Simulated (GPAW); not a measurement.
# SnTe (Pm-3m) in GPAW: equation of state

How stiff is SnTe in PBE, and what volume does it want? The cell is scaled to several volumes.

Program: GPAW 26.7.0. These are calculated values, not measurements. Logs are shortened: lines on timing, memory, paths and dates and some standing lists are left out, and cuts for length are marked. The log counts tension as positive stress, the text compression.

## (1) The structure

It takes space group Pm-3m (No. 221, cubic). The conventional cell has a = 3.905 Å, b = 3.905 Å, c = 3.905 Å, α = 90.00°, β = 90.00°, γ = 90.00°. Te (site symmetry m-3m) has 8 Sn at 3.38 Å as nearest neighbours. Sn (site symmetry m-3m) is surrounded by 8 Te at 3.38 Å.

Measurements of this composition are mostly on another form, of space group No. 225.

## (2) Equation of state, PBE

The input, run.py:

```python
from ase.eos import EquationOfState
from ase.io import Trajectory, read
from ase.units import GPa
from gpaw import GPAW, PW

atoms = read('POSCAR')

traj = Trajectory('eos.traj', 'w')
volumes, energies = [], []
for x in [0.94, 0.96, 0.98, 1.0, 1.02, 1.04, 1.06]:
    a = atoms.copy()
    a.set_cell(atoms.cell * x**(1 / 3), scale_atoms=True)
    calc = GPAW(mode=PW(600),
                xc='PBE',
                kpts={'size': (7, 7, 7), 'gamma': True},
                occupations={'name': 'fermi-dirac', 'width': 0.05},
                nbands=19,
                convergence={'density': 1e-05, 'energy': 1e-05},
                maxiter=150,
                txt=f'eos-{x:.2f}.txt')
    a.calc = calc
    energies.append(a.get_potential_energy(force_consistent=True))
    volumes.append(a.get_volume())
    p = -a.get_stress()[:3].mean() / GPa
    calc.write(f'eos-{x:.2f}.gpw')
    traj.write(a)
    print(f'{x:.2f} {volumes[-1]:10.4f} A^3 {energies[-1]:14.6f} eV {p:9.3f} GPa', flush=True)

v0, e0, B = EquationOfState(volumes, energies, eos='birchmurnaghan').fit()
print(f'V0 = {v0:.4f} A^3, E0 = {e0:.6f} eV, B0 = {B / GPa:.2f} GPa')
```

The input, POSCAR:

```
SnTe
1.0
    3.9047000000      0.0000000000      0.0000000000
    0.0000000000      3.9047000000      0.0000000000
    0.0000000000      0.0000000000      3.9047000000
Te Sn
1 1
Direct
    0.5000000000      0.5000000000      0.5000000000
    0.0000000000      0.0000000000      0.0000000000
```

Potentials or basis: GPAW PAW data sets (gpaw-data 1.2.1), pw.

Command:

```bash
$ OMP_NUM_THREADS=1 python run.py
```

Output:

```text
__  _  _
 | _ |_)|_||  |
 |__||  | ||/\| - 26.7.0

Input parameters:
  mode=PW(ecut=600.0),
  convergence={'density': 1e-05, 'energy': 1e-05},
  kpts=MonkhorstPack(size=(7, 7, 7), gamma=True),
  maxiter=150,
  nbands=19,
  occupations=Occupations(name='fermi-dirac', width=0.05),
  xc=XC(name='PBE')

Diagonalizing LCAO Hamiltonian
Converting LCAO to pw mode
   .--------.
  /|        |
 * |        |
 | |        |
 | |  Te    |
 | .--------.
 |/        /
 Sn-------*

Atoms  # Å, Bohr magnetons
|   | symbol |        x |        y |        z |    initial magnetic moments |
|---|--------|----------|----------|----------|-----------------------------|
| 0 |     Te | 1.912495 | 1.912495 | 1.912495 | ( 0.0000,  0.0000,  0.0000) |
| 1 |     Sn | 0.000000 | 0.000000 | 0.000000 | ( 0.0000,  0.0000,  0.0000) |

Unit cell  # Å
| periodic |        x |        y |        z |  lengths |    angles |
|----------|----------|----------|----------|----------|-----------|
|      yes | 3.824990 | 0.000000 | 0.000000 | 3.824990 | 90.000000 |
|      yes | 0.000000 | 3.824990 | 0.000000 | 3.824990 | 90.000000 |
|      yes | 0.000000 | 0.000000 | 3.824990 | 3.824990 | 90.000000 |

Number of symmetries: 48
Symmetry operations  # r_c * U_cc + t_c -> r_c
|    | kind |            matrix            |
|----|------|------------------------------|
|  0 |  E   |  1, 0, 0,  0, 1, 0,  0, 0, 1 |
|  1 |  σ   |  1, 0, 0,  0, 1, 0,  0, 0,-1 |
|  2 |  σ   |  1, 0, 0,  0, 0, 1,  0, 1, 0 |
|  3 |  C4  |  1, 0, 0,  0, 0, 1,  0,-1, 0 |
|  4 |  C4  |  1, 0, 0,  0, 0,-1,  0, 1, 0 |
|  5 |  σ   |  1, 0, 0,  0, 0,-1,  0,-1, 0 |
|  6 |  σ   |  1, 0, 0,  0,-1, 0,  0, 0, 1 |
|  7 |  C2  |  1, 0, 0,  0,-1, 0,  0, 0,-1 |
|  8 |  σ   |  0, 1, 0,  1, 0, 0,  0, 0, 1 |
|  9 |  C2  |  0, 1, 0,  1, 0, 0,  0, 0,-1 |
| 10 |  C3  |  0, 1, 0,  0, 0, 1,  1, 0, 0 |
| 11 |  S6  |  0, 1, 0,  0, 0, 1, -1, 0, 0 |
| 12 |  S6  |  0, 1, 0,  0, 0,-1,  1, 0, 0 |
| 13 |  C3  |  0, 1, 0,  0, 0,-1, -1, 0, 0 |
| 14 |  C4  |  0, 1, 0, -1, 0, 0,  0, 0, 1 |
| 15 |  S4  |  0, 1, 0, -1, 0, 0,  0, 0,-1 |
| 16 |  C3  |  0, 0, 1,  1, 0, 0,  0, 1, 0 |
| 17 |  S6  |  0, 0, 1,  1, 0, 0,  0,-1, 0 |
| 18 |  σ   |  0, 0, 1,  0, 1, 0,  1, 0, 0 |
| 19 |  C4  |  0, 0, 1,  0, 1, 0, -1, 0, 0 |
| 20 |  C2  |  0, 0, 1,  0,-1, 0,  1, 0, 0 |
| 21 |  S4  |  0, 0, 1,  0,-1, 0, -1, 0, 0 |
| 22 |  S6  |  0, 0, 1, -1, 0, 0,  0, 1, 0 |
| 23 |  C3  |  0, 0, 1, -1, 0, 0,  0,-1, 0 |
| 24 |  S6  |  0, 0,-1,  1, 0, 0,  0, 1, 0 |
| 25 |  C3  |  0, 0,-1,  1, 0, 0,  0,-1, 0 |
| 26 |  C4  |  0, 0,-1,  0, 1, 0,  1, 0, 0 |
| 27 |  σ   |  0, 0,-1,  0, 1, 0, -1, 0, 0 |
| 28 |  S4  |  0, 0,-1,  0,-1, 0,  1, 0, 0 |
| 29 |  C2  |  0, 0,-1,  0,-1, 0, -1, 0, 0 |
| 30 |  C3  |  0, 0,-1, -1, 0, 0,  0, 1, 0 |
| 31 |  S6  |  0, 0,-1, -1, 0, 0,  0,-1, 0 |
| 32 |  C4  |  0,-1, 0,  1, 0, 0,  0, 0, 1 |
| 33 |  S4  |  0,-1, 0,  1, 0, 0,  0, 0,-1 |
| 34 |  S6  |  0,-1, 0,  0, 0, 1,  1, 0, 0 |
| 35 |  C3  |  0,-1, 0,  0, 0, 1, -1, 0, 0 |
| 36 |  C3  |  0,-1, 0,  0, 0,-1,  1, 0, 0 |
| 37 |  S6  |  0,-1, 0,  0, 0,-1, -1, 0, 0 |
| 38 |  σ   |  0,-1, 0, -1, 0, 0,  0, 0, 1 |
| 39 |  C2  |  0,-1, 0, -1, 0, 0,  0, 0,-1 |
| 40 |  σ   | -1, 0, 0,  0, 1, 0,  0, 0, 1 |
| 41 |  C2  | -1, 0, 0,  0, 1, 0,  0, 0,-1 |
| 42 |  C2  | -1, 0, 0,  0, 0, 1,  0, 1, 0 |
| 43 |  S4  | -1, 0, 0,  0, 0, 1,  0,-1, 0 |
| 44 |  S4  | -1, 0, 0,  0, 0,-1,  0, 1, 0 |
| 45 |  C2  | -1, 0, 0,  0, 0,-1,  0,-1, 0 |
| 46 |  C2  | -1, 0, 0,  0,-1, 0,  0, 0, 1 |
| 47 |  i   | -1, 0, 0,  0,-1, 0,  0, 0,-1 |

BZ-sampling:
  Number of BZ points: 343
  Number of IBZ points: 20

  Monkhorst-Pack size: [7, 7, 7]
  Monkhorst-Pack shift: [0, 0, 0]

K-points  # in reciprocal-cell coordinates
|     |                                coordinates |     weight |
|-----|--------------------------------------------|------------|
|   0 | (  0.00000000,   0.00000000,   0.00000000) | 0.00291545 |
|   1 | (  0.14285714,   0.00000000,   0.00000000) | 0.01749271 |
|   2 | (  0.14285714,   0.14285714,   0.00000000) | 0.03498542 |
|   3 | (  0.14285714,   0.14285714,   0.14285714) | 0.02332362 |
|   4 | (  0.28571429,   0.00000000,   0.00000000) | 0.01749271 |
|   5 | (  0.28571429,   0.14285714,   0.00000000) | 0.06997085 |
|   6 | (  0.28571429,   0.14285714,   0.14285714) | 0.06997085 |
|   7 | (  0.28571429,   0.28571429,   0.00000000) | 0.03498542 |
|   8 | (  0.28571429,   0.28571429,   0.14285714) | 0.06997085 |
|   9 | (  0.28571429,   0.28571429,   0.28571429) | 0.02332362 |
| ... |                                            |            |
|  19 | (  0.42857143,   0.42857143,   0.42857143) | 0.02332362 |

Plane wave coefficients: 1880
Cutoff: 600.0 eV

Spin-components: 1 (collinear spins)
Bands:           19
Projectors:      11
Spin-degeneracy: 2
Datatype:        complex128

Parallelization:
  kpt:    1
  domain: 1
  band:   1

Density:
  Valence electrons: 20.0
  Components: 1
  Grid points: [24 24 24]
  Charge: 0.0  # |e|

Potential:
  Grid points: [24 24 24]

species:
  Te:
    name:    Tellurium
    Z:       52.0
    valence: 6
    core:    46
    charge:  0.0  # [|e|]
    compensation charges:
      type: gauss
      rc: 0.36  # [Å]
      lmax: 2
    cutoffs:
      filter: 2.09  # [Å]
      core: 3.17  # [Å]
    projectors
    | kind |    occ | energy [eV] | rcut [Å] |
    |------|--------|-------------|----------|
    |   5s |  2.000 |     -15.089 |    1.180 |
    |   5p |  4.000 |      -5.955 |    1.196 |
    |    s |        |      12.123 |    1.180 |
    |    p |        |      21.256 |    1.196 |
    |    d |        |       0.000 |    1.238 |

    Using partial waves for Te as LCAO basis

  Sn:
    name:    Tin
    Z:       50.0
    valence: 14
    core:    36
    charge:  0.0  # [|e|]
    compensation charges:
      type: gauss
      rc: 0.38  # [Å]
      lmax: 2
    cutoffs:
      filter: 2.23  # [Å]
      core: 2.35  # [Å]
    projectors
    | kind |    occ | energy [eV] | rcut [Å] |
    |------|--------|-------------|----------|
    |   5s |  2.000 |     -10.538 |    1.201 |
    |   5p |  2.000 |      -3.696 |    1.270 |
    |   4d | 10.000 |     -25.845 |    1.185 |
    |    s |        |      16.674 |    1.201 |
    |    p |        |      23.515 |    1.270 |
    |    d |        |       1.367 |    1.185 |

    Using partial waves for Sn as LCAO basis

Reference energy: -352801.376741  # eV

eigensolver:
  PPCG
  Converge bands: occupied
  niter=2

density mixing:
  MSR1-Mixer
  Pratt-step length: 0.05
  Maximum mixing coefficient: 0.75
  Old densities: 10
  SVD Regularization: 0.005
  Good broyden scale: 1.0
  Trust region scale: 1.0
  Backstep threshold: 4.0
  History deletion threshold: 6.0
  Fourier metric: weight=20.0, sigma=0.015

occupation numbers:
  Fermi-Dirac:
    width: 0.0500  # eV

poisson solver:
  ecut: 4800.0  # eV

xc functional:
  name: PBE with 2 nearest neighbor stencil

convergence criteria:
- Maximum integral of absolute [dens]ity change: 1e-05 electrons / valence electron
- Maximum [total energy] change in last 3 cyles: 1e-05 eV / valence electron
- Maximum integral of absolute [eigenst]ate change: 4e-08 eV^2 / valence electron
maximum number of iterations: 150

SCF iterations
|iter     | |      energy | eigst |  dens |
|---------|-|-------------|-------|-------|
|iter:   1| |   -7.375590 | -0.15 |       |
|iter:   2| |   -7.369291 | -2.26 | -1.56 |
|iter:   3| |   -7.340593 | -2.81 | -1.60 |
|iter:   4| |   -7.340888 | -4.08 | -2.11 |
|iter:   5| |   -7.341118 | -4.72 | -2.59 |
|iter:   6| |   -7.341132 | -5.99 | -3.27 |
|iter:   7| |   -7.341124c| -7.40c| -4.00 |
|iter:   8| |   -7.341125c| -7.92c| -4.86 |
|iter:   9| |   -7.341125c| -8.00c| -5.17c|

Converged in 9 steps
Energy contributions relative to reference atoms: (reference = -352801.376741)

Energy contributions:
  Kinetic:          10.952538
  Coulomb:         -10.652954
  Zero:              0.134024
  External:          0.000000
  Xc:               -7.768207
  Entropy:          -0.013051
  Spinorbit:         0.000000
  ----------------------------
  Free energy:      -7.347650
  Extrapolated:     -7.341125

dipole moment: (-12.953456, -12.953456, -12.953456)  # |e|*Ang

Fermi level: 7.201
Eigenvalues  # (at kpt = [0.000, 0.000, 0.000])
| band index |      eig [eV] | occ [0-2] |
|------------|---------------|-----------|
|          0 |       -14.284 |     2.000 |
|        ... |               |           |
|          2 |       -14.241 |     2.000 |
|          3 |       -14.241 |     2.000 |
|          4 |       -14.241 |     2.000 |
|          5 |        -5.506 |     2.000 |
|          6 |         2.169 |     2.000 |
|          7 |         5.351 |     2.000 |
|          8 |         5.351 |     2.000 |
|          9 |         5.351 |     2.000 |
|         10 |        10.720 |     0.000 |
|         11 |        10.720 |     0.000 |
|         12 |        13.022 |     0.000 |
|         13 |        13.022 |     0.000 |
|         14 |        13.022 |     0.000 |
|         15 |        18.562 |     0.000 |
|         16 |        18.562 |     0.000 |
|         17 |        18.563 |     0.000 |
|         18 |        19.768 |     0.000 |

No gap
No difference between direct/indirect transitions

Stress tensor  # eV/Ang^3
|         x |         y |         z |
|-----------|-----------|-----------|
| -0.006356 |  0.000000 |  0.000000 |
|  0.000000 | -0.006356 |  0.000000 |
|  0.000000 |  0.000000 | -0.006356 |

# Writing to eos-0.94.gpw (mode='')
```

Wall time 88 s (1 thread of Arm Neoverse V1, shared host); peak memory 0.21 GiB.

Results:

- Equilibrium volume: 28.66 Å³/atom
- Bulk modulus: 39 GPa
- Pressure derivative of the bulk modulus: 6.2

Energy against volume, from the lowest point:
```tsv
volume (Å³/atom)	energy (meV/atom)
27.981	2.09
28.576	0.00
29.172	1.03
29.767	4.72
30.362	10.71
30.958	18.68
31.553	28.33
```
